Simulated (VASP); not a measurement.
TaN: single point with PBE

The system is TaN.

```
CELL_PARAMETERS angstrom
2.93800 0.00000 0.00000
-1.46900 2.54438 0.00000
0.00000 0.00000 2.88300
ATOMIC_POSITIONS crystal
Ta 0.00000 0.00000 0.50000
N 0.66667 0.33333 0.00000
```

```
Program                : VASP 6.6.1
Task                   : single point
Functional             : PBE
Potentials or basis    : VASP PAW PBE potentials, release 64 (Ta, N)
Cutoff                 : 500 eV
k mesh                 : 10 × 10 × 9
Occupations            : gaussian, width 0.1 eV
Spin                   : no spin polarisation
Further INCAR settings : ALGO = Normal; EDIFF = 1.00e-07; NBANDS = 12
```

```
Pressure               : 3.8 GPa
Band gap on the k mesh : none (metal or under the smearing width)
```

Stress tensor (GPa, compression positive):
```
3.38 0.00 0.00
0.00 3.38 0.00
0.00 0.00 4.66
```

Levels at points of the mesh, in eV from the Fermi level:
| k point | band 3 | band 4 | band 5 | band 6 | band 7 | band 8 |
| --- | --- | --- | --- | --- | --- | --- |
| (0.00, 0.00, 0.00) | -4.63 | -4.28 | -2.99 | 2.15 | 3.51 | 3.51 |
| (0.50, 0.00, 0.00) | -5.25 | -3.55 | -3.25 | 2.93 | 3.94 | 5.14 |

Wall time 40 s on 1 thread of AMD EPYC 7R43 64-Core Processor (Zen 3), with other jobs on the host, peak memory 0.12 GiB.

Spin-orbit coupling is left out, which matters for the levels of Ta.
